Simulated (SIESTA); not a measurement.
Crystal: HgSe.

```
CELL_PARAMETERS angstrom
0.00000 3.03900 3.03900
3.03900 0.00000 3.03900
3.03900 3.03900 0.00000
ATOMIC_POSITIONS crystal
Hg 0.00000 0.00000 0.00000
Se 0.75000 0.75000 0.75000
```

| Item | Value |
| --- | --- |
| Program | SIESTA 5.4.2 |
| Task | relaxation of cell and atoms |
| Functional | RPBE |
| Potentials or basis | PseudoDojo 0.4 standard (PBE files) |
| Basis | DZP (energy shift 0.002 Ry) |
| Grid cutoff | 800 Ry |
| Energy shift | 0.002 Ry |
| k mesh | 8 × 8 × 8 |
| Occupations | fermi-dirac, width 0.05 eV |
| Spin | no spin polarisation |

At the start: pressure 8.5 GPa; volume 28.07 Å³/atom.

**Question.** How do energy, volume and symmetry change on relaxing?

**Answer.** Over 6 steps the energy falls by 110.3 meV/atom and the volume is 32.93 Å³/atom (+17.3 %); space group F-43m (No. 216, to 0.05 Å).

The path:
```tsv
step	energy change (eV)	largest force (eV/Å)	pressure (GPa)	volume (Å³)
1	0.0000	0.0000	8.49	56.13
2	-0.0883	0.0005	6.20	58.10
3	-0.1803	0.0011	3.10	61.34
4	-0.2193	0.0015	0.48	64.99
5	-0.2065	0.0013	-1.47	68.77
6	-0.2206	0.0014	-0.01	65.87
```

Final structure:
```yaml
crystal:
  lattice:
    - [0.00046, 3.20562, 3.20562]
    - [3.20562, 0.00046, 3.20562]
    - [3.20562, 3.20562, 0.00046]
  atoms:
    - { symbol: Hg, position: [0.00000, 0.00000, 0.00000] }
    - { symbol: Se, position: [0.75000, 0.75000, 0.75000] }
```

Caveat: semicore shells carry a single zeta, which can move pressures by several GPa and volumes by a few percent; the volume moved by over 15 % at a fixed basis, so the end points are rough; the potentials were made for another functional, which shifts forces and pressure; the volume moved by +17 % from the deposited cell, more than functionals usually miss; the basis of atomic orbitals isn't converged, which shifts pressures, moduli and gaps.
